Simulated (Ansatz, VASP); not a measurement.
## Y in VASP and in Ansatz

File INCAR:

```
PREC = Accurate
ENCUT = 520
EDIFF = 1E-6
ISMEAR = -1
SIGMA = 0.1
LREAL = False
LASPH = True
NELM = 100
ALGO = Normal
ISIF = 2
LWAVE = False
LCHARG = False
GGA = PS
NBANDS = 12
```

The input KPOINTS:

```
Automatic mesh
0
Gamma
  11 11 11
```

File POSCAR:

```
Y
1.0
    3.3244585360      0.0000000000      0.0000000000
    0.0000000000      3.3244585360      0.0000000000
    0.0000000000      0.0000000000      3.3244585360
Y
1
Direct
    0.0000000000      0.0000000000      0.0000000000
```

Input for Ansatz:

```yaml
crystal:
  lattice:
    - [3.324458536, 0.0, 0.0]
    - [0.0, 3.324458536, 0.0]
    - [0.0, 0.0, 3.324458536]
  atoms:
    - { symbol: "Y", position: [0.0, 0.0, 0.0] }
hamiltonian:
  xc: pbesol
  pseudopotentials:
    kind: paw
    azcp:
      "Y": "pseudopotentials/Y.paw.azcp"
basis:
  ecutwfc: 420
  fft_grid_basis: typed
kpoints:
  mp_grid: { grid: [11, 11, 11], shift: [0, 0, 0] }
magnetization:
  spin_polarized: false
scf:
  occupations: { method: fermi_dirac, width: 0.1 }
  lower_state_search: "off"
output:
  stress: true
```

Alike in both runs: task single point; functional PBEsol; k mesh 11 × 11 × 11; occupations fermi-dirac, width 0.1 eV; no spin polarisation.

|  | VASP | Ansatz |
| --- | --- | --- |
| version | VASP 6.6.1 | Ansatz 0.2.0 |
| potentials or method | VASP PAW PBE potentials, release 64 (Y_sv) | plane waves (420 eV) with PAW, scalar-relativistic |
| plane-wave cutoff (eV) | 520 | 420 |
| valence electrons in the cell | 11 | 11 |

```tsv
	VASP	Ansatz	Ansatz less VASP
pressure (GPa)	-2.8	-2.8	+0.04
```

With one functional, cell and mesh, what is left measures potentials, basis and numerics. Ansatz warned: «pseudo_functional_mismatch».

Caveats: the PAW data sets were made with another functional, which shifts forces and pressure a little (VASP).
